**Question: why does the pressure of my aluminium cell move when only the smearing width changes?**

I ran a one-atom fcc Al cell with plane-wave PBE at fixed volume and a fixed k mesh, and changed only the width of the Gaussian smearing. The pressure creeps up in little steps with flat stretches between them, and the widest smearing sits well apart from the rest.

GPAW 26.7.0, plane-wave PBE calculations without spin polarisation for fcc Al (one-atom cell, fixed at 16.60 Å³), with PAW data sets gpaw-data 1.2.1 and a 600 eV cutoff. All rows use an 11×11×11 k mesh and Gaussian smearing of the listed width; pressure is positive in compression.

| smearing width | pressure (GPa) |
| --- | --- |
| 0.011 eV | -0.400 |
| 0.013 eV | -0.390 |
| 0.014 eV | -0.390 |
| 0.016 eV | -0.390 |
| 0.018 eV | -0.380 |
| 0.019 eV | -0.380 |
| 0.021 eV | -0.370 |
| 0.022 eV | -0.370 |
| 0.024 eV | -0.360 |
| 0.026 eV | -0.360 |
| 0.027 eV | -0.360 |
| 0.1 eV | -0.300 |

The atoms did not move and the cell did not change. Are the steps real? Is this the thermal pressure of the electrons? And since smearing is an artificial device, should I simply trust the narrowest width, or the energy that the code extrapolates to zero width?

**Answer**

The steps come from rounding to two decimals. The same runs report the pressure to more digits, and it rises from every row to the next: $-0.3961$ GPa at the narrowest width, $-0.3554$ GPa at 0.027 eV and $-0.3046$ GPa at the widest. All rows are the same nonmagnetic metal with zero forces, so they form one trend. The negative sign means tension, a cell slightly larger than the static lattice prefers at these settings.

The smooth curve under the steps has a shape of its own. Call the smearing width $\sigma$ and the pressure $P$. The slope $dP/d\sigma$ starts at 1.5 GPa/eV, climbs to 3.0 GPa/eV near 0.018 eV, and has dropped to 2.2 GPa/eV by the last of the closely spaced rows. The curve is an S, and an explanation has to produce both its size and its bend.

Smearing replaces the sharp filled-or-empty rule by a fractional occupation $f=\tfrac12\,\mathrm{erfc}(x)$, with $x=(\varepsilon-\mu)/\sigma$ for a level of energy $\varepsilon$ and Fermi level $\mu$. It acts like a fictitious electronic temperature. The code then minimises a free energy $F=E-\sigma S$, where $E$ is the internal energy, $-\sigma S$ is the entropy term, and $S$ is a dimensionless generalised entropy to which a level holding up to $q$ electrons per cell contributes $q\,e^{-x^2}/2\sqrt{\pi}$. Only levels within about $\sigma$ of the Fermi level count. Because $F$ is stationary in the occupations, two exact relations follow:

$$\frac{\partial F}{\partial\sigma}=-S,\qquad P=-\frac{\partial F}{\partial V}\quad\Rightarrow\quad \frac{\partial P}{\partial\sigma}=\frac{\partial S}{\partial V},$$

with $V$ the cell volume.

The first relation can be checked on these runs. Integrating the reported $S$ by the trapezoid rule from 0.011 to 0.027 eV gives a fall in $F$ of 0.300 meV, which is the fall the runs show to that digit. The entropy term is thus consistent with the free energy and can serve as a probe. The second relation turns the question around: the pressure depends on the width exactly as strongly as the entropy depends on the volume.

Your thermal-pressure idea corresponds to a metal whose density of states $g$ (states per eV per cell, both spins) is smooth on the scale of $\sigma$. The sum over levels becomes an integral, $S=g\sigma/2$, so the entropy term is $-g\sigma^2/2$ and integration of the first relation gives $F=E_0-g\sigma^2/4$, with $E_0$ the zero-width energy. For free electrons $g=3N/2E_F$ grows as $V^{2/3}$, where $N$ is the number of valence electrons and $E_F$ the Fermi energy above the band bottom. Differentiating gives $P=g\sigma^2/6V$. The only inputs are the volume and the electron count, so no row of the table enters it:

$$E_F=\frac{\hbar^2}{2m}\left(\frac{3\pi^2\cdot 3}{16.60\ \text{Å}^3}\right)^{2/3}=11.65\ \text{eV},\qquad g=\frac{3\cdot 3}{2\cdot 11.65\ \text{eV}}=0.386\ \text{eV}^{-1},$$

$$P(0.1\ \text{eV})=\frac{0.386\cdot 0.1^2}{6\cdot 16.60}\ \text{eV/Å}^3=3.9\times10^{-5}\ \text{eV/Å}^3\approx 0.006\ \text{GPa}.$$

Free electrons are a fair picture of this metal, since the calculation puts the band bottom 11.12 eV below the Fermi level, close to the estimate. The predicted pressure has the right sign and falls far short in size. From the narrowest to the widest row the computed rise is 0.0915 GPa, 15 times the estimate, and over the closely spaced rows alone it is about 100 times the estimate. The shape fails too, because a $\sigma^2$ law has a slope that keeps growing, while the computed slope turns over.

The entropy term shows what the electrons at the Fermi level see instead. Inverting the smooth result defines an apparent density of states, $2S/\sigma$, which would be the same in all rows if $g$ were smooth. It falls from each row to the next, from 2.31 per eV at the narrowest width to 1.76 per eV at the last close row and 0.59 per eV at the widest, always above the free-electron 0.39. The absolute values rest on the erfc convention for the width written above, but the fall does not. A quantity that changes this much over hundredths of an eV points to separate levels, since the density of states of a nearly free metal should change this strongly only over tenths of an eV or more.

Counting shows why the levels are separate. The mesh has 1331 points, and cubic symmetry groups them into only 56 stars, sets of points whose levels are exactly degenerate. The largest star has 48 members and holds 0.072 electron per cell in each band. The calculation therefore has no Fermi surface in the continuous sense. It has a ladder of lumps.

The lumps are large compared with the window that the smearing opens. A smooth $g$ would place only 0.0085 electron within $\pm\sigma$ of the Fermi level at the narrowest width, about an eighth of one large star. It takes the widest smearing, with 0.077 electron in the window, to reach the content of a single large star. Put the other way, a smooth $g$ spreads the charge of one such star over 0.19 eV, more than any width in the table. None of the rows averages over many stars.

Electron counting also fixes where the Fermi level sits when the width is small. Three electrons per cell fill $3\times1331/2=1996.5$ spin-paired levels, which is not a whole number, so some star must stay partly filled however small $\sigma$ becomes. The Fermi level is pinned to that star. Its filling, hence its $x$ and its $S$, is then set by the count alone, so the entropy term goes as $\sigma^1$ and the apparent density of states grows as $1/\sigma$. This is why narrow smearing overstates $g$ here.

The runs show neither that limit nor the smooth one in pure form. The local exponent of the entropy term in $\sigma$ ranges from 1.17 to 1.88 over the intervals, between the 1 of an isolated star and the 2 of a continuum. No interval reaches 2. From 0.018 to 0.019 eV the energies rounded to 1 µeV, as used here, would still allow it, but the energies at full precision give 1.8 there. A value near 2 is no proof of a continuum, because a second star coming within reach of the smearing also raises the exponent. The size of $S$ fits as well. A single large star can contribute at most $0.072/2\sqrt{\pi}=0.020$, when half filled, and the computed $S$ reaches 0.024 in the last close row, so at least two stars share the fractional charge by then.

An isolated star gives no pressure change at all, since its $S$ does not depend on volume. Pressure appears when smearing moves charge between stars. At fixed occupations the entropy is blind to volume, and the derivative of $E$ with respect to an occupation is the level energy, so to first order

$$\Delta P=-\frac{1}{V}\sum_i \delta q_i\,D_i,\qquad D_i=\frac{d\varepsilon_i}{d\ln V},\qquad \sum_i\delta q_i=0,$$

where $\delta q_i$ is the charge gained by star $i$ and $D_i$ says how fast its level moves under strain. The energy cost of the transfer depends on the spacing of the levels, which is a few $\sigma$ at most. The pressure change depends on the difference of their $D_i$, which is a separate quantity.

For free electrons the two are tied together, because $D=-\tfrac23\varepsilon$ makes levels of nearly equal energy respond nearly equally. In real aluminium the Fermi sphere cuts the zone faces, where the lattice potential mixes plane waves into states that pile charge on the atoms or between them, and such states respond differently to strain even at equal energy. The second relation measures how far the tie is broken. The computed slopes imply $d\ln S/d\ln V$ between about 10 and 18 over the close rows, against $2/3$ for free electrons, so a slight expansion changes the sharing of charge strongly. The positive sign means that the stars gaining charge fall faster on expansion than those losing it.

The unequal response follows from theory and the totals, while the zone faces as its source are expected and not computed. The bend of the pressure curve can be traced to a pair of stars. If a second star lies a distance $\Delta$ from the Fermi level, the Gaussian tail barely reaches it when $\sigma\ll\Delta$, moves charge between it and the pinned star fastest when $\sigma\approx\Delta$, and has little left to move once the two share the charge evenly. The peak of the slope would then put $\Delta$ near 0.02 eV, a close pair by accident of this mesh, which would also suit the high apparent $g$. The Fermi energy falls as the width grows, by 4.3 meV over the close rows and 12.3 meV over all rows, and ever more slowly per eV of width. That suits a pinned star less than half full just above the Fermi level, which draws charge from a filled star just below it. The reported Fermi energies and entropies test this picture. Put a star of 48 points about 8 meV above the Fermi level of the narrowest row and one of 24 points about 20 meV below it, and keep both levels fixed. With the reported Fermi energies, these two stars give $S$ to within a few percent from the narrowest row to the widest, and the charge leaving the lower star grows roughly in step with the pressure. The positions and sizes of the two stars are chosen to fit, so a list of the levels would still be the direct proof.

The row at 0.1 eV needs separate care, because it was run in another series with its own convergence thresholds. Two checks show no offset. Its free energy lies 2.07 meV below the last close row, inside the range of 1.74 to 2.17 meV obtained by multiplying the interval with the values of $S$ at its two ends. That range holds if $S$ stays between those values, and it is wide enough to hide a small shift.

The second check is tighter. Measured from the first row, the pressure change divided by the change in the Coulomb part of the energy is $-2.400$ GPa/eV for three of the close rows and $-2.403$ GPa/eV for the widest. Both quantities respond linearly to a small transfer of charge, and their ratio stays fixed as long as the charge moves between the same stars. The nearly constant ratio is thus a sign of continuity, and it also supports the picture of a single pair. The mean slope across this last interval is only 0.70 GPa/eV, in keeping with a transfer that is running out. Being a mean over one wide interval, it leaves the path of the curve inside it open.

The extrapolated energy inherits the smooth-metal assumption. The code adds back half of the entropy term, which cancels $-g\sigma^2/4$ exactly when the term goes as $\sigma^2$. If it goes as $\sigma^n$, the first relation gives $F=E_0-\sigma S/n$, so the share to add back is $1/n$, and adding half leaves a fraction $1-n/2$ of the drift in $F$. With $n<2$ the correction is too weak and the extrapolated energy should keep falling with width, which it does in every row.

The size agrees, as it must given the first relation. Over the close rows the entropy term grows with an overall exponent $\ln(0.643/0.140)/\ln(0.027/0.011)=1.70$, which predicts a leftover of 15% of the drift in $F$; the runs show 16%. Out to the widest row the leftover is 40%, or 0.95 meV per atom. The pressure gets no such correction, since it is the volume derivative of $F$ itself.

On which row to trust, the argument says that the narrowest is not privileged. Letting $\sigma$ go to zero on a fixed mesh converges to the answer for this particular ladder of stars, pinned on one of them, and that differs from the answer for the metal. The widest row has the apparent $g$ closest to the free-electron value, though still 1.5 times as large, but the entropy exponent on the way to it, 1.17, is the farthest from the smooth 2. It does not represent a continuum either. All rows share one mesh, so the sampling explanation is inferred from the entropy and the counting and has not been tested by changing the mesh, and no row can be called the converged pressure.

The test is to repeat the narrowest and the widest width on denser meshes. The charge in a star falls as the inverse cube of the number of mesh divisions, so theory expects the apparent $g$ to level off, the exponent to approach 2, and the pressure gap to shrink, toward thousandths of a GPa if the metal follows the free-electron estimate. On another coarse mesh the slope could take either sign, since it depends on which stars happen to flank the Fermi level.

For practical use, the spread across all rows is about 0.09 GPa. With a bulk modulus of roughly 76 GPa, a rough recalled value, the tension corresponds to a volume about 0.5% above equilibrium and the spread to 0.04% in the lattice edge. That is harmless for a lattice constant quoted to a tenth of a percent. It is close to a quarter of the pressure itself, which matters when small stresses or their differences are the quantity wanted.
